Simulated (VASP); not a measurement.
**CdSe (strained zincblende), PBE single-point calculation: VASP's output and Ansatz's**

POSCAR

```
Cd Se
 1.0000000000000000
    -0.0779848093000000    3.0511517754000002    3.0511517754000002
     3.0511517754000002   -0.0779848093000000    3.0511517754000002
     3.0511517754000002    3.0511517754000002   -0.0779848093000000
 Cd  Se
   1   1
Cartesian
 -0.0156851415441097 -0.0156851415441097 -0.0156851415441097
  1.5217648269191097  1.5217648269191097  1.5217648269191097
```

VASP ran with the recommended PBE PAW datasets (18 valence electrons in the cell).

From OUTCAR

```
k-points           NKPTS =     65   k-points in BZ     NKDIM =     65   number of bands    NBANDS=     16

   NELECT =      18.0000    total number of electrons

   dimension x,y,z NGX =    32 NGY =   32 NGZ =   32
   dimension x,y,z NGXF=    64 NGYF=   64 NGZF=   64

  energy-cutoff  :      520.00
  volume of cell :       58.99
      direct lattice vectors                 reciprocal lattice vectors
    -0.077984809  3.051151775  3.051151775    -0.157720025  0.161856949  0.161856949
     3.051151775 -0.077984809  3.051151775     0.161856949 -0.157720025  0.161856949
     3.051151775  3.051151775 -0.077984809     0.161856949  0.161856949 -0.157720025

 k-points in reciprocal lattice and weights: KPOINTS created by Atomic Simulation Env
   0.00000000  0.00000000  0.00000000       0.002
   0.12500000  0.00000000  0.00000000       0.012
   0.25000000  0.00000000  0.00000000       0.012
   0.37500000  0.00000000  0.00000000       0.012
   0.50000000  0.00000000  0.00000000       0.006
   0.12500000  0.12500000 -0.00000000       0.012
   0.25000000  0.12500000  0.00000000       0.023
   0.37500000  0.12500000 -0.00000000       0.023
   ...

 E-fermi :   0.8713

 k-point     1 :       0.0000    0.0000    0.0000
  band No.  band energies     occupation
      1     -11.7582      2.00000
      2      -7.2126      2.00000
      3      -7.2126      2.00000
      4      -7.2009      2.00000
      5      -6.8853      2.00000
      6      -6.8853      2.00000
      7       0.5269      2.00000
      8       0.5269      2.00000
      9       0.6582      1.99995
     10       1.0839      0.00005
     11       6.3821      0.00000
     12       6.3821      0.00000
     13       6.7983      0.00000
     14      10.1772      0.00000
     15      11.5673      0.00000
     16      11.5673      0.00000

 k-point     2 :       0.1250    0.0000    0.0000
  band No.  band energies     occupation
      1     -11.7112      2.00000
      2      -7.1974      2.00000
      3      -7.1904      2.00000
      4      -7.1643      2.00000
      5      -6.8867      2.00000
      6      -6.8852      2.00000
      7      -0.6408      2.00000
      8       0.4152      2.00000
      9       0.5482      2.00000
     10       2.0760      0.00000
     11       6.2336      0.00000
     12       6.5890      0.00000
     13       6.9214      0.00000
     14      10.7918      0.00000
     15      10.8223      0.00000
     16      11.0196      0.00000

 k-point     3 :       0.2500    0.0000    0.0000
  band No.  band energies     occupation
      1     -11.5963      2.00000
      2      -7.1636      2.00000
      3      -7.1591      2.00000
      4      -7.0182      2.00000
      5      -6.8862      2.00000
      6      -6.8802      2.00000
      7      -2.0098      2.00000
      8       0.1674      2.00000
      9       0.3051      2.00000
     10       2.8080      0.00000
     11       6.4206      0.00000
     12       6.9559      0.00000
     13       7.1626      0.00000
     14      10.4538      0.00000
     15      10.6689      0.00000
     16      10.8239      0.00000

 k-point     4 :       0.3750    0.0000    0.0000
  band No.  band energies     occupation
      1     -11.4799      2.00000
      2      -7.1357      2.00000
      3      -7.1349      2.00000
      4      -6.8784      2.00000
      5      -6.8690      2.00000
      6      -6.7816      2.00000
      7      -3.1100      2.00000
      8      -0.0568      2.00000
      9       0.0845      2.00000
     10       2.9782      0.00000
     11       7.0707      0.00000
     12       7.0728      0.00000
     13       7.3684      0.00000
     14      10.3771      0.00000
     15      11.1668      0.00000
     16      11.6949      0.00000

 k-point     5 :       0.5000    0.0000    0.0000
  band No.  band energies     occupation
      1     -11.4314      2.00000
      2      -7.1272      2.00000
      3      -7.1264      2.00000
      4      -6.8724      2.00000
      5      -6.8606      2.00000
      6      -6.6374      2.00000
      7      -3.5674      2.00000
      8      -0.1443      2.00000
      9      -0.0017      2.00000
     10       2.9765      0.00000
     11       7.0547      0.00000
     12       7.0782      0.00000
     13       7.8212      0.00000
     14      10.5258      0.00000
     15      12.2009      0.00000
     16      12.5940      0.00000

 k-point     6 :       0.1250    0.1250   -0.0000
  band No.  band energies     occupation
      1     -11.6942      2.00000
      2      -7.1820      2.00000
      3      -7.1812      2.00000
      4      -7.1632      2.00000
      5      -6.8949      2.00000
      6      -6.8779      2.00000
      7      -0.6583      2.00000
      8       0.2079      2.00000
      9       0.3356      2.00000
     10       2.4138      0.00000
     11       5.8254      0.00000
     12       6.8703      0.00000
     13       7.1052      0.00000
     14       9.7466      0.00000
     15      11.3569      0.00000
     16      11.7007      0.00000

 ...

  Total        0.2176288      0.2176288      0.2176288      0.1984250      0.1984250      0.1984250
  in kB        5.9111220      5.9111220      5.9111220      5.3895191      5.3895191      5.3895191
  external PRESSURE =       5.9111220 kB  Pullay stress =       0.0000000 kB

 POSITION                                       TOTAL-FORCE (eV/Angst)
 -----------------------------------------------------------------------------------
      6.00863      6.00863      6.00863        -0.004393     -0.004393     -0.004393
      1.52176      1.52176      1.52176         0.004393      0.004393      0.004393
 -----------------------------------------------------------------------------------
    total drift:                                0.000294      0.000294      0.000294

  FREE ENERGIE OF THE ION-ELECTRON SYSTEM (eV)
  ---------------------------------------------------
  free  energy   TOTEN  =        -5.4905248201 eV

  energy  without entropy=       -5.4905247758  energy(sigma->0) =       -5.49052480
```

Each program uses its own PAW datasets. VASP's cell holds 18 valence electrons and Ansatz's 36. Ansatz's stress includes a Pulay correction; VASP's doesn't.

What does Ansatz give for the same cell and level of theory?

gap between bands v and c 0.43 eV; least direct gap 0.43 eV; pressure 0.3 GPa.

Ansatz printed

```
SCF 1 converged in 6 iterations: F = -13724.788149 eV  dr2 = 5.55e-9
  Residual-converged pass: ⟨swp⟩=1.0  Hψ=1690  notcnv=0  max |occ|·‖R‖ = 7.1e-9 eV (tolerance 1.0e-8 eV)  dr2=5.55e-9  dr2_onsite=2.80e-9  max |Δocc| = 1.1e-14
  greatest PAW one-centre occupation: 1.000 electrons in one spin orbital (limit 2), on the Cd atom at site 0 (counted from 0), in its partial waves of l = 0
NSCF: frozen V_eff on 6 k-points
SCF converged after 6 iterations
Free energy (F): -13724.788149 eV
Harris-Foulkes:  -13724.788149 eV  (|F-HF|=1.64e-8)
Internal energy: -13724.788149 eV  (E = F + TS)
E sigma→0 (E₀):  -13724.788149 eV
Entropy (-TS):   -0.000000 eV (-0.000 meV/atom)
Fermi energy:    7.105285 eV
--- Per-component energies (eV) ---
  E_band       = -910.045472
  E_kinetic    = 622.934845
  E_local      = -6483.626420  (includes V_loc(G=0)·N_el)
  E_nonlocal   = -562.173482
  E_hartree    = 3076.872142
  E_xc         = -280.602285
  E_vxc        = -319.321727  (∫ρ·V_xc dr)
  E_paw        = -5994.862128  (= ΣΔE_a)
  E_vpaw       = -321.600643  (= ΣTr[D̂ρ^β])
  E_aug_tail   = -0.000602  (compensation charges beyond the density's cutoff)
  E_ewald      = -4103.330219
  E_smearing   = -0.000000  (= −TS)
  E_closure    = -0.000000  (closes the sum)
  Σ components = -13724.788149   (vs F -13724.788149, Δ=0.00e0)
--- Forces (eV/Å), atoms counted from 1 ---
  atom   1  Cd    -0.00227498    -0.00227498    -0.00227498
  atom   2  Se     0.00227486     0.00227486     0.00227486
  max |Σ_I F_I| component: 1.18e-7 eV/Å
--- Stress (GPa, compression-positive) ---
        0.336434       0.533960       0.533960
        0.533960       0.336434       0.533960
        0.533960       0.533960       0.336434
  P = ⅓ Tr σ = 0.3364 GPa (3.364 kbar)
--- Band table (eV; the first three rows and the last of 65) ---
  k-point 0: bands = ["-94.7330", "-55.8022", "-55.8012", "-55.8012", "-39.7524", "-39.7524", "-39.7429", "-39.7429", "-39.7427", "-5.5227", "-0.9725", "-0.9725", "-0.9606", "-0.6448", "-0.6448", "6.7614", "6.7614", "6.8911", "7.3190", "12.6232", "12.6232", "13.0404"]
  k-point 1: bands = ["-94.7330", "-55.8022", "-55.8012", "-55.8012", "-39.7524", "-39.7524", "-39.7429", "-39.7429", "-39.7427", "-5.4755", "-0.9573", "-0.9501", "-0.9241", "-0.6462", "-0.6446", "5.5974", "6.6498", "6.7815", "8.3080", "12.4697", "12.8294", "13.1626"]
  k-point 2: bands = ["-94.7330", "-55.8022", "-55.8013", "-55.8012", "-39.7524", "-39.7524", "-39.7429", "-39.7429", "-39.7427", "-5.3602", "-0.9235", "-0.9188", "-0.7781", "-0.6457", "-0.6396", "4.2305", "6.4023", "6.5392", "9.0417", "12.6464", "13.1964", "13.4035"]
  k-point 64: bands = ["-94.7330", "-55.8024", "-55.8012", "-55.8012", "-39.7524", "-39.7524", "-39.7429", "-39.7429", "-39.7427", "-5.1684", "-0.8883", "-0.8883", "-0.6194", "-0.6194", "-0.3501", "2.7897", "6.0379", "6.0379", "8.9284", "13.0589", "13.0589", "14.1635"]
```
